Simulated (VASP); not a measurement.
NaH:

```xyz
2
Lattice="0.0000 2.4400 2.4400 2.4400 0.0000 2.4400 2.4400 2.4400 0.0000" Properties=species:S:1:pos:R:3 pbc="T T T"
Na    0.0000    0.0000    0.0000
H     2.4400    2.4400    2.4400
```

- Program: VASP 6.6.1
- Task: relaxation of cell and atoms
- Functional: rev-vdW-DF2
- Potentials or basis: VASP PAW PBE potentials, release 64 (Na_pv, H)
- Cutoff: 600 eV
- k mesh: 9 × 9 × 9
- Occupations: tetrahedron
- Spin: no spin polarisation

At the start: pressure -1.0 GPa; volume 14.53 Å³/atom.

Problem. Where does the relaxation end?

Solution. Over 4 steps the energy falls by 2.1 meV/atom and the volume is 13.81 Å³/atom (-4.9 %); space group Fm-3m (No. 225, to 0.05 Å).

Step by step:
```csv
step,energy change (eV),largest force (eV/Å),pressure (GPa),volume (Å³)
1,0.0000,0.0000,-0.99,29.05
2,-0.0020,0.0000,-0.68,28.68
3,-0.0034,0.0000,-0.42,28.32
4,-0.0042,0.0000,-0.05,27.62
```

Final structure:
```
Na H
1.0
     0.00000    2.39921    2.39921
     2.39921    0.00000    2.39921
     2.39921    2.39921    0.00000
Na H
1 1
Direct
  0.00000 0.00000 0.00000
  0.50000 0.50000 0.50000
```

Caveat: the PAW data sets were made with another functional, which shifts forces and pressure a little.
